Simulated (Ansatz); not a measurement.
# InP: pressure against volume

Reference cell: a COD entry, whose atoms a relaxation with PBE at fixed cell left in place.

```xyz
2
Lattice="0.0000 2.9343 2.9343 2.9343 0.0000 2.9343 2.9343 2.9343 0.0000" Properties=species:S:1:pos:R:3 pbc="T T T"
In    0.0000    0.0000    0.0000
P     1.4672    1.4672    1.4672
```

Atom numbers follow the list; atoms alike are taken as one site, whose name carries the number of the first.

Method: Kohn–Sham DFT in Ansatz, PBE, plane waves and PAW, scalar-relativistic, 420 eV cutoff, Γ-centred 13×13×13 k-points, Fermi–Dirac smearing 0.02 eV.

The cell is scaled uniformly, and the ions relax again at each size.

| V/V₀ | pressure (GPa) | gap on the k-mesh (eV) |
| --- | --- | --- |
| 0.94 | 8.3 | 1.03 |
| 0.96 | 6.3 | 0.92 |
| 0.98 | ? | ? |
| 1.00 | 3.1 | 0.69 |
| 1.02 | 1.7 | 0.59 |
| 1.04 | 0.4 | 0.48 |
| 1.06 | -0.7 | 0.38 |

(1) Estimate the row at V/V₀ = 0.98, the equilibrium volume and the bulk modulus.

Answers

(1) pressure (GPa): 4.6; gap on the k-mesh (eV): 0.80. Worked: a parabola in ln(V/V₀) through the other 6 rows gives 4.6 GPa there. It crosses zero pressure at V/V₀ = 1.047, the equilibrium volume of this functional, where the bulk modulus is B = −dP/d ln V = 59 GPa. The gap falls as the cell grows, by 0.054 eV per per cent of volume.

PBE gaps are too small, by a third to a half in many semiconductors; their changes with volume are better.
